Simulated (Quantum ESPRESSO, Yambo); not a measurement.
Planning a run of Quantum ESPRESSO 7.5 on P (puckered monolayer). The input:

```
&control
  calculation = 'nscf'
  prefix = 'x'
  outdir = 'o'
  pseudo_dir = 'pseudo'
/
&system
  ibrav = 0
  nat = 4
  ntyp = 1
  ecutwfc = 36.0
  nbnd = 35
  force_symmorphic = .true.
/
&electrons
  conv_thr = 1e-9
  electron_maxstep = 80
  diago_full_acc = .true.
  diago_thr_init = 5e-6
/
ATOMIC_SPECIES
  P 30.974 P.upf
CELL_PARAMETERS angstrom
  4.6271599390 0.0000000000 0.0000000000
  0.0000000000 3.3043513630 0.0000000000
  0.0000000000 0.0000000000 14.0000000000
ATOMIC_POSITIONS crystal
  P 0.0887696182 0.0000000000 0.5752654040
  P 0.4112303818 0.5000000000 0.5752654040
  P 0.5887696182 0.5000000000 0.4247346300
  P 0.9112303818 0.0000000000 0.4247346300
K_POINTS automatic
  16 22 1 0 0 0
```

```sh
OMP_NUM_THREADS=1 mpirun -n 8 pw.x -nk 4 -in pw.in > pw.out
```

Question: How long will it take on 8 MPI ranks of Intel Xeon 6975P-C (Granite Rapids), shared host, and how much memory?

It took 26 s; on shared hardware allow 13 s to 51 s. Peak host memory was 0.49 GiB.

[Paths, hosts, dates, memory and timing lines, banners, echoed tables and standing remarks are left out of the program output.]

[Logs are printed without paths, hosts, clocks, repeated set-up lines and the standing remarks that a program may print on its own settings, such as how far it seeks lower states.]

[Runs of the session that timed out or met a known fault of the program may be left out.]

[Hosts, paths, dates, database ids (printed as entryN), source tags and the programs' standing remarks are cut or masked in the printed files.]
